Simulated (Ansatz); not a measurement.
Al2Pt:

```
CELL_PARAMETERS angstrom
0.00000 2.95500 2.95500
2.95500 0.00000 2.95500
2.95500 2.95500 0.00000
ATOMIC_POSITIONS crystal
Pt 0.00000 0.00000 0.00000
Al 0.75000 0.75000 0.75000
Al 0.25000 0.25000 0.25000
```

- Program: Ansatz 0.2.0
- Task: relaxation of cell and atoms
- Functional: PBEsol
- Dispersion: D4
- Potentials or basis: Ansatz PAW
- Cutoff: 420 eV (not typed: the program's choice for these potentials)
- k mesh: 8 × 8 × 8
- Occupations: fermi-dirac, width 0.05 eV
- Spin: no spin polarisation

At the start: volume 17.20 Å³/atom.

Task: Where does the relaxation end?

Result: It ends after 4 steps and the volume is 16.83 Å³/atom (-2.2 %); space group Fm-3m (No. 225, to 0.05 Å).

Step by step:
```csv
step,energy change (eV),largest force (eV/Å),volume (Å³)
1,0.0000,0.0000,51.61
2,-0.0104,0.0000,50.10
3,-0.0115,0.0000,50.48
4,-0.0112,0.0000,50.48
```

Final structure:
```
Pt Al
1.0
     0.00000    2.93338    2.93338
     2.93338    0.00000    2.93338
     2.93338    2.93338    0.00000
Pt Al
1 2
Direct
  0.00000 0.00000 0.00000
  0.75000 0.75000 0.75000
  0.25000 0.25000 0.25000
```

Caveat: the plane-wave basis is chosen anew once the cell has moved, so the energies of steps on either side of that aren't comparable; pairwise dispersion overbinds metals, which lowers pressure and volume; the PAW data sets come from PBE, with cores solved anew for the run's functional, which leaves a small shift of forces and pressure.
